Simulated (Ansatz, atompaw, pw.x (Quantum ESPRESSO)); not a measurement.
**germanium (Ge): one change to the PAW (atompaw) potential, in the atom and in the bcc crystal**

| Quantity | Value |
| --- | --- |
| Element | germanium (Ge) |
| Generator | atompaw 4.2.0.5 |
| Type | PAW |
| Functional | PBE |
| Relativity | scalar-relativistic |
| Frozen core | [Ar] 3d10 |
| Valence charge | 4 |
| Reference configuration | 4s2 4p2 |
| Partial waves | 4s (bound): rc 1.95 bohr; 4s channel at 1.75 Ry: rc 2.25 bohr; 4p (bound): rc 2.25 bohr; 4p channel at 2.75 Ry: rc 2.25 bohr; 4d channel at 0.05 Ry: rc 2.10 bohr |
| Local potential | bessel scheme, radius 2.20 bohr |
| Core correction | smooth core density matched at 1.15 bohr |
| Augmentation charge | besselshape compensation charge, radius 2.05 bohr; PAW radius 2.25 bohr; waves and projectors: modrrkj vanderbiltortho |

Change: augmentation besselshape compensation charge, radius 2.05 bohr; PAW radius 2.25 bohr; waves and projectors: custom polynom vanderbiltortho.

Cutoffs, loose and tight: the cutoffs (Ry, on a coarse ladder) from which the occupation-weighted sum of valence levels, in a spherical-Bessel basis at the reference potential, stays within 10 and 1 mRy of its value at 400 Ry. They see the waves and projectors alone, not the compensation charge or the core.

Crystal test: bcc Ge in pw.x 7.5, no spin, 14³ k-points, Fermi–Dirac smearing 0.01 Ry, cutoffs set for each file from its atomic test. The reference is all-electron LAPW (Ansatz 0.2.0) with the same functional, mesh and smearing; V0 and B0 come from Birch–Murnaghan fits to the pressures at five volumes. Errors are pseudo minus all-electron; Δ is the rms difference of the E(V) curves that follow from these fits, minima aligned, over ±6 % about the mean V0. Mesh and smearing are coarse, so the numbers serve the comparison and aren't converged zero-temperature values; the lattice is a test structure that the element need not adopt.

All-electron: a0 = 3.377 Å (V0 = 19.26 Å³/atom), B0 = 64.5 GPa.

Q: Does the change bring the crystal closer to the all-electron result?

A: The mean pressure error goes from -18.68 to -0.16 GPa, so the change moves the solid closer to the all-electron pressures.

```csv
quantity,base,changed
outcome (atom),generated,generated
"cutoff, loose (atom)",8 Ry,10 Ry
"cutoff, tight (atom)",12 Ry,15 Ry
bound ghosts (atom),none,none
cutoffs in pw.x (Ry),40/400,40/400
a0 (Å),–,3.375
a0 error (%),–,-0.08
B0 error (%),–,+1.9
Δ (meV/atom),–,0.6
mean pressure error (GPa),-18.68,-0.16
```

A dash: not determined, or the minimum lies outside the volumes sampled.

Base: This is a poor potential for the solid. The pseudo pressure rises with volume over the whole range, a mechanical instability. The atomic cutoffs weigh occupied waves only.
